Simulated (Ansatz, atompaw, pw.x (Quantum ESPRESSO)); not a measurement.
## indium (In): does the PAW (atompaw) potential hold in the solid?

atompaw 4.2.0.5 input, output lines left out:

```
In 49
GGA-PBE scalarrelativistic loggrid 1500 logderivrange -3 5 201
5 5 4 0 0 0
5 0 1.5
5 1 1.5
0 0 0
c
c
c
c
v
c
c
c
v
c
v
2
2.95 2.65 2.45 1.80
y
1.6
n
y
1.5
n
y
-0.4
n
custom rrkj vanderbiltortho sinc
3 0 troulliermartins
2.95
2.95
2.95
2.95
1.75
2.95
```

Atomic tests: cutoffs needed: 40 Ry and 60 Ry (the cutoffs (Ry, on a coarse ladder) from which the occupation-weighted sum of valence levels, in a spherical-Bessel basis at the reference potential, stays within 10 and 1 mRy of its value at 400 Ry); ghost test: ghost state, extra bound levels that the all-electron valence spectrum of the same l lacks: s at -2.95 eV; a true bound ghost makes a file unfit for plane-wave use (spherical-Bessel basis up to 400 Ry, 20 bohr box); lowest eigenvalue of the overlap operator: 0.43 (p channel).

Crystal test: diamond In in pw.x 7.5, no spin, 8³ k-points, Fermi–Dirac smearing 0.01 Ry, cutoffs 75/750 Ry. The lattice is a test structure that the element need not adopt, and mesh and smearing are coarse.

pw.x input:

```
&control
  calculation='scf', prefix='x', pseudo_dir='./', outdir='./tmp', tstress=.true., disk_io='none'
/
&system
  ibrav=0, nat=2, ntyp=1, ecutwfc=75, ecutrho=750, nbnd=22,
  occupations='smearing', smearing='fd', degauss=0.01
/
&electrons
  conv_thr=1e-09, mixing_beta=0.4, electron_maxstep=70
/
ATOMIC_SPECIES
In 1.0 In.UPF
CELL_PARAMETERS angstrom
  0.00000000 3.36912650 3.36912650
  3.36912650 0.00000000 3.36912650
  3.36912650 3.36912650 0.00000000
ATOMIC_POSITIONS crystal
In 0.0000 0.0000 0.0000
In 0.2500 0.2500 0.2500
K_POINTS automatic
8 8 8 0 0 0
```

```bash
pw.x < In.scf.in > In.scf.out
```

**Question.** How does the run end?

**Answer.** It converges; the pressure is -0.40 GPa against -0.01 GPa from all-electron LAPW. The largest radius (2.95 bohr) exceeds half the bond length (2.76 bohr), so the spheres overlap, which is one possible source of error among others. This is a poor potential for the solid. Note: ghost state, extra bound levels that the all-electron valence spectrum of the same l lacks: s at -2.95 eV. A true bound ghost makes a file unfit for plane-wave use. The logarithmic derivative shows an extra or strongly shifted pseudo pole above the reference energy (s near -0.22 Ry). The log shows:

```
     scf convergence threshold =      1.0E-09
     Exchange-correlation= SLA PW PBX PBC
     number of k points=    29  Fermi-Dirac smearing, width (Ry)=  0.0100
     iteration #  1     ecut=    75.00 Ry     beta= 0.40
     total energy              =    -821.49417156 Ry
     estimated scf accuracy    <       0.01250619 Ry
     iteration #  2     ecut=    75.00 Ry     beta= 0.40
     total energy              =    -821.49429874 Ry
     estimated scf accuracy    <       0.00367294 Ry
     iteration #  3     ecut=    75.00 Ry     beta= 0.40
     total energy              =    -821.49448699 Ry
     estimated scf accuracy    <       0.00012549 Ry
     iteration #  4     ecut=    75.00 Ry     beta= 0.40
     total energy              =    -821.49452326 Ry
     estimated scf accuracy    <       0.00001365 Ry
     iteration #  5     ecut=    75.00 Ry     beta= 0.40
     total energy              =    -821.49452430 Ry
     estimated scf accuracy    <       0.00000727 Ry
     iteration #  6     ecut=    75.00 Ry     beta= 0.40
     total energy              =    -821.49452712 Ry
     estimated scf accuracy    <       0.00000139 Ry
     iteration #  7     ecut=    75.00 Ry     beta= 0.40
     total energy              =    -821.49452754 Ry
     estimated scf accuracy    <       0.00000004 Ry
     iteration #  8     ecut=    75.00 Ry     beta= 0.40
     the Fermi energy is     6.4575 ev
!    total energy              =    -821.49452755 Ry
     estimated scf accuracy    <          7.2E-10 Ry
     smearing contrib. (-TS)   =      -0.00784407 Ry
     The total energy is F=E-TS. E is the sum of the following terms:
     one-electron contribution =    -124.05276538 Ry
     hartree contribution      =      61.25526910 Ry
     xc contribution           =     -32.50029850 Ry
     ewald contribution        =    -142.98853404 Ry
     one-center paw contrib.   =    -583.20035465 Ry
     convergence has been achieved in   8 iterations
          total   stress  (Ry/bohr**3)                   (kbar)     P=       -3.97
     Message from routine punch:
     Nothing written, as per user request (disk_io='none')
```
